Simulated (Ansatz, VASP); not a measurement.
Two plane-wave programs on TaN

INCAR

```
PREC = Accurate ; ENCUT = 520
EDIFF = 1E-8 ; ISMEAR = -1
SIGMA = 0.02 ; LREAL = False
LASPH = True ; NELM = 80
ALGO = Normal ; ISIF = 2
LWAVE = False ; LCHARG = False
GGA = PE ; LEFG = True
NBANDS = 15
```

Contents of KPOINTS:

```
regular mesh
0
Gamma
  12 12 10
```

The input POSCAR:

```
TaN
1.0
    2.9830858739      0.0000000000      0.0000000000
   -1.4915429370      2.5834281485      0.0000000000
    0.0000000000      0.0000000000      2.7965100000
Ta N
1 1
Direct
    0.3333333333      0.6666666667      0.5000000000
    0.0000000000      0.0000000000      0.0000000000
```

Input for Ansatz:

```yaml
crystal:
  lattice:
    - [2.9830858739, 0.0, 0.0]
    - [-1.491542937, 2.5834281485, 0.0]
    - [0.0, 0.0, 2.79651]
  atoms:
    - { symbol: Ta, position: [0.3333333333, 0.6666666667, 0.5] }
    - { symbol: "N", position: [0.0, 0.0, 0.0] }
kpoints:
  mp_grid: { grid: [12, 12, 10] }
scf:
  occupations: { method: fermi_dirac, width: 0.02 }
hamiltonian:
  xc: pbe
  pseudopotentials: { kind: paw }
output:
  forces: true
  stress: true
  eigenvalues: true
  efg: { contact_densities: true }
```

Change from the starting cell: z stretched by -3 % at fixed volume, PAW files.

Alike in both runs: task electric field gradients; functional PBE; k mesh 12 × 12 × 10; occupations fermi-dirac, width 0.02 eV; no spin polarisation.

```csv
,VASP,Ansatz
version,VASP 6.6.1,Ansatz 0.2.0
potentials or method,"VASP PAW PBE potentials, release 64 (Ta_pv, N)","PAW with Ansatz's default frozen-core files, scalar-relativistic"
plane-wave cutoff (eV),520,420
valence electrons in the cell,16,18
```

|  | VASP | Ansatz | Ansatz less VASP |
| --- | --- | --- | --- |
| pressure (GPa) | 7.1 | 6.4 | -0.73 |
| largest component of the traceless stress (GPa) | 20.84 | 20.71 | -0.130 |
| Vzz of the field gradient on the site that differs most (V/Å²) | -9.1 | 18.8 | +27.94 |

The two sets of potentials don't hold the same shells in valence. Ansatz warned: «gradients_without_spin_orbit».

Spin-orbit coupling is left out, which matters for the levels of Ta.
